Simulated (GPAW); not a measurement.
A run of GPAW 26.7.0 is set up as follows.

File run.py:

```python
from ase import Atoms
from ase.eos import EquationOfState
from ase.io import Trajectory
from ase.units import GPa
from ase.parallel import parprint
from gpaw import GPAW, PW

atoms = Atoms(['Bi', 'Bi', 'Te', 'Se', 'Se'],
              cell=[[2.0915, 1.207528088, 9.7123333333],
                    [-2.0915, 1.207528088, 9.7123333333],
                    [0.0, -2.415056176, 9.7123333333]],
              scaled_positions=[[0.60194, 0.60194, 0.60194],
                                [0.39806, 0.39806, 0.39806],
                                [0.0, 0.0, 0.0],
                                [0.7884, 0.7884, 0.7884],
                                [0.2116, 0.2116, 0.2116]],
              pbc=True)

traj = Trajectory('eos.traj', 'w')
volumes, energies = [], []
for x in [0.94, 0.96, 0.98, 1.0, 1.02, 1.04, 1.06]:
    a = atoms.copy()
    a.set_cell(atoms.cell * x**(1 / 3), scale_atoms=True)
    calc = GPAW(mode=PW(600),
                xc='LDA',
                kpts={'size': (5, 5, 5), 'gamma': True},
                occupations={'name': 'fermi-dirac', 'width': 0.05},
                nbands=39,
                convergence={'density': 1e-05, 'energy': 1e-05},
                maxiter=150,
                txt=f'eos-{x:.2f}.txt')
    a.calc = calc
    energies.append(a.get_potential_energy(force_consistent=True))
    volumes.append(a.get_volume())
    p = -a.get_stress()[:3].mean() / GPa
    calc.write(f'eos-{x:.2f}.gpw')
    traj.write(a)
    parprint(f'{x:.2f} {volumes[-1]:10.4f} A^3 {energies[-1]:14.6f} eV {p:9.3f} GPa', flush=True)

v0, e0, B = EquationOfState(volumes, energies, eos='birchmurnaghan').fit()
parprint(f'V0 = {v0:.4f} A^3, E0 = {e0:.6f} eV, B0 = {B / GPa:.2f} GPa')
```

Potentials or basis: the program's PAW data sets (release 1.2.1) made for this functional, pw.

The run is started by

```bash
$ OMP_NUM_THREADS=1 mpirun -n 4 gpaw python run.py
```

(1) Estimate the equilibrium volume.

(2) Predict the bulk modulus at fixed shape and positions.

Results:

(1) 29.52 Å³/atom.

(2) 63 GPa.

Caveat: the cell was scaled at fixed shape and fractional positions, which overstates the stiffness of a crystal with free parameters, most of all of layers and chains; the program warned that so skewed a cell can give wrong results.
